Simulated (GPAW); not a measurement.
# Dielectric function and optical constants of PbF2 (Fluorocronite), part 2 of 2

Wanted: where PbF2 (Fluorocronite) starts to absorb, how strongly, and its refractive index. The cell comes from an older database entry, whose edges can differ from later determinations, mostly by under a per cent.

GPAW 26.7.0; DFT, PBE, plane-wave PAW (GPAW data sets), scalar-relativistic, RPA, optical limit.

So far. Step 2 (Ground state): There is a gap, 4.39 eV on this mesh (points off the mesh can give less), so no carriers' term is needed.

The database entry behind the starting cell differs from later determinations by our own check (0.1 to 0.3 % short, probably kX units), so it need not match the best structure at ambient conditions.

### 4. Dielectric function, RPA (continued)

The Im ε, E ∥ x or z has structure finer than the step of the table below, so its rows give means over 0.5 eV, whole bins alone (the curve runs from 0 to 14.0 eV). Peaks (eV: height): 5.66: 3.68, 6.93: 4.35, 8.03: 5.65, 9.48: 3.66.

Values under the direct gap are tails of Lorentzian lines. The Im ε, E ∥ x or z by photon energy; means over each step:

photon energy (eV), Im ε, E ∥ x or z and a bar:
```
      0.5       0.01 
      1.0       0.01 
      1.5       0.02 
      2.0       0.03 
      2.5       0.04 
      3.0       0.06 
      3.5       0.08 
      4.0       0.15 #
      4.5       0.44 ###
      5.0       1.54 #########
      5.5       3.45 #####################
      6.0       2.63 ################
      6.5       2.97 ##################
      7.0       4.10 #########################
      7.5       3.48 #####################
      8.0       4.93 ##############################
      8.5       2.82 #################
      9.0       2.15 #############
      9.5       3.32 ####################
     10.0       2.01 ############
     10.5       1.45 #########
     11.0       1.24 #######
     11.5       0.90 #####
     12.0       0.64 ####
     12.5       0.56 ###
     13.0       0.76 #####
     13.5       0.78 #####
```

Re ε, E ∥ x or z against photon energy:

```csv
photon energy (eV),"Re ε, E ∥ x or z"
0.0,3.17
0.5,3.18
1.0,3.21
1.5,3.25
2.0,3.33
2.5,3.43
3.0,3.59
3.5,3.81
4.0,4.17
4.5,4.83
5.0,5.63
5.5,4.46
6.0,3.49
6.5,3.56
7.0,2.81
7.5,2.26
8.0,1.73
8.5,-0.273
9.0,1.11
9.5,0.399
10.0,-0.439
10.5,-0.221
11.0,0.207
11.5,0.123
12.0,0.476
12.5,0.861
13.0,1.01
13.5,0.926
```

The loss function −Im 1/ε at q → 0, E ∥ x or z has structure finer than the step of the table below, so its rows give means over 0.5 eV, whole bins alone (the curve runs from 0 to 14.0 eV). Peaks (eV: height): 8.77: 0.479, 11.71: 1.19.

Values under the direct gap are tails of Lorentzian lines. Table of loss function −Im 1/ε at q → 0, E ∥ x or z by energy loss; means over each step:

```csv
energy loss (eV),"loss function −Im 1/ε at q → 0, E ∥ x or z"
0.5,5.4e-4
1.0,0.00111
1.5,0.00172
2.0,0.00241
2.5,0.00323
3.0,0.00428
3.5,0.00577
4.0,0.00843
4.5,0.0181
5.0,0.0432
5.5,0.109
6.0,0.138
6.5,0.129
7.0,0.161
7.5,0.195
8.0,0.176
8.5,0.368
9.0,0.382
9.5,0.283
10.0,0.490
10.5,0.697
11.0,0.793
11.5,1.08
12.0,1.04
12.5,0.571
13.0,0.482
13.5,0.504
```

The reflectivity at normal incidence, E ∥ x or z by photon energy; read off at these points:

photon energy (eV), reflectivity at normal incidence, E ∥ x or z (%) and a bar:
```
     0.00        7.9 ######
     0.50        7.9 ######
     1.00        8.0 ######
     1.50        8.2 ######
     2.00        8.5 #######
     2.50        8.9 #######
     3.00        9.5 ########
     3.50       10.4 ########
     4.00       11.7 ##########
     4.50       14.1 ############
     5.00       17.4 ################
     5.32       20.5 ###################
     5.50       19.2 #################
     6.00       13.7 ############
     6.50       15.1 #############
     6.93       21.4 ####################
     7.00       21.0 ###################
     7.50       17.5 ################
     8.00       27.5 ##########################
     8.21       31.7 ##############################
     8.50       25.3 ########################
     9.00       11.5 ##########
     9.50       24.1 ######################
     9.75       28.7 ###########################
    10.00       25.8 ########################
    10.50       22.0 ####################
    11.00       13.9 ############
    11.33       16.0 ##############
    11.50       14.1 ############
    12.00        6.2 ####
    12.50        2.0 
    13.00        3.0 #
    13.50        3.5 #
```

Table of refractive index n and extinction k by photon energy:

```csv
photon energy (eV),n,k
0.0,1.78,0
0.5,1.78,0.00154
1.0,1.79,0.00318
1.5,1.80,0.00504
2.0,1.82,0.00730
2.5,1.85,0.0103
3.0,1.89,0.0145
3.5,1.95,0.0213
4.0,2.04,0.0352
4.5,2.20,0.0929
5.0,2.39,0.282
5.5,2.24,0.764
6.0,1.95,0.573
6.5,2.00,0.652
7.0,1.99,1.07
7.5,1.78,0.950
8.0,1.94,1.43
8.5,1.10,1.22
9.0,1.30,0.766
9.5,1.42,1.28
10.0,0.863,1.09
10.5,0.784,0.914
11.0,0.863,0.733
11.5,0.710,0.617
12.0,0.806,0.417
12.5,0.970,0.281
13.0,1.07,0.356
13.5,1.04,0.384
```

Optical constants at common wavelengths, from n + ik = √ε:

```csv
wavelength (nm),n,k,R (%),1/α
1550,1.79,0.003,8.0,49 µm
800,1.81,0.005,8.2,12 µm
633,1.82,0.007,8.5,7.1 µm
532,1.84,0.009,8.8,4.6 µm
450,1.87,0.012,9.2,2.9 µm
405,1.90,0.015,9.6,2.1 µm
365,1.94,0.020,10.2,1.5 µm
```

Below the direct gap, k and the depth come from the tails of the Lorentzian lines, not from transitions.

### 5. What came out

```json
{
  "electronic dielectric constant ε∞, mean over x, y and z (by symmetry where fewer were run) (RPA)": "3.17",
  "main peak of Im epsilon, first axis": "8.03 eV"
}
```

At this level (PBE, RPA) PbF2 has ε∞ = 3.17 and n = 1.79 at 1550 nm, and Im ε peaks at 8.0 eV. On the mesh the gap is 4.38 eV and the least direct gap 4.56 eV, so on this mesh the band edges lie at different points. Local fields change the static value along x from 3.56 to 3.17 (-11 %). Distinct maxima of Im ε, read by a parabola through the highest points, lie at 5.66 eV (3.7), 6.92 eV (4.4), 8.03 eV (5.7) and 9.46 eV (3.7). Excitons and phonon-assisted transitions are missing; PBE gaps are as a rule too small, which pulls the onset down and ε∞ up, while the missing spin-orbit coupling works the other way with such heavy atoms. Spin-orbit coupling is left out although heavy atoms are present. The sum runs over mesh points, so small or evenly spaced maxima can still be ripples of the mesh. In this version of GPAW the matrix elements of the optical limit are incomplete, which can lower ε − 1 by up to a tenth where first-row anions or d states rule, and shift it by more in d metals.

[Machine, clock and banner lines and Python warnings are left out of the logs.]

[Logs are printed without paths, hosts, clocks, repeated set-up lines and the standing remarks that a program may print on its own settings, such as how far it seeks lower states.]

[Hosts, paths, dates, database ids (printed as entryN), source tags and the programs' standing remarks are cut or masked in the printed files.]
